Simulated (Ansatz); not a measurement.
Crystal: Y.

```xyz
2
Lattice="3.6474 0.0000 0.0000 -1.8237 3.1587 0.0000 0.0000 0.0000 5.7306" Properties=species:S:1:pos:R:3 pbc="T T T"
Y     1.8237    1.0529    4.2980
Y     0.0000    2.1058    1.4326
```

Base run:

* Program: Ansatz 0.2.0
* Functional: revPBE
* Potentials or basis: Ansatz PAW
* Cutoff: 420 eV (not typed: the program's choice for these potentials)
* k mesh: 8 × 8 × 5
* Occupations: fermi-dirac, width 0.05 eV
* Spin: no spin polarisation

Its results: band gap on the k mesh none (metal or under the smearing width); pressure 1.0 GPa.

Question: The run is repeated on the same cell with these changes: functional from revPBE to PBE. What comes out?

Answer: Band gap on the k mesh none (metal or under the smearing width); pressure -0.1 GPa.

PBE binds more tightly than revPBE, so the same cell stands under less pressure.

Caveats: the PAW data sets come from PBE, with cores solved anew for the run's functional, which leaves a small shift of forces and pressure (some runs).
